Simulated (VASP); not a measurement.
Pd:

```
Pd
1.0
     0.00000    2.50317    3.97273
     1.75586    0.00000    3.97273
     1.75586    2.50317    0.00000
Pd
2
Direct
  0.08710 0.08710 0.91290
  0.91290 0.91290 0.08710
```

The cell was built by a generator and needn't be a form met in nature.

```yaml
Program: VASP 6.6.1
Task: relaxation of cell and atoms
Functional: PBE
Potentials_or_basis: VASP PAW PBE potentials, release 64 (Pd)
Cutoff: 600 eV
k_mesh: 6 × 6 × 6
Occupations: gaussian, width 0.1 eV
Spin: no spin polarisation
```

At the start: pressure 55.1 GPa; volume 17.46 Å³/atom.

Task: How do energy, volume and symmetry change on relaxing?

Result: Over 47 steps the energy falls by 8845.6 meV/atom and the volume is 15.93 Å³/atom (-8.8 %); space group Fmmm (No. 69, to 0.05 Å).

Step by step:
```csv
step,energy change (eV),largest force (eV/Å),pressure (GPa),volume (Å³)
1,0.0000,30.4468,55.14,34.92
3,-10.4066,0.8682,-43.89,75.61
5,-13.0449,5.8576,-2.98,68.48
7,-15.8375,0.5169,-2.69,63.22
9,-15.8868,0.0516,-4.63,61.61
11,-16.1030,1.2239,1.95,53.76
13,-16.5353,0.7249,-1.81,46.21
15,-16.5823,0.4805,-3.05,45.72
17,-16.7534,0.3094,-2.46,42.94
19,-16.8692,0.1042,0.80,40.44
21,-16.9415,0.1220,-1.37,40.01
23,-17.0753,1.7634,-0.21,36.48
25,-17.0826,2.6187,3.06,34.89
27,-17.0878,3.2444,6.34,33.72
29,-17.1599,3.3314,7.68,32.84
31,-17.1524,3.3765,8.89,32.53
33,-17.3183,2.4655,4.65,32.72
35,-17.3685,1.5796,-1.79,33.54
37,-17.5136,0.3770,-1.58,33.10
39,-17.6429,0.5832,-0.78,32.38
41,-17.6538,0.4741,-0.48,32.25
43,-17.6626,0.6195,3.04,31.33
45,-17.6862,0.1120,0.00,31.92
47,-17.6912,0.0181,0.09,31.86
```

Final structure:
```
Pd
1.0
     0.00000    1.37784    4.94642
     2.33772    0.00000    4.94642
     2.33772    1.37784    0.00000
Pd
2
Direct
  0.36897 0.36897 0.63103
  0.63103 0.63103 0.36897
```

Caveat: the k mesh is coarse (spacing up to 0.39 Å⁻¹), so the values aren't converged.
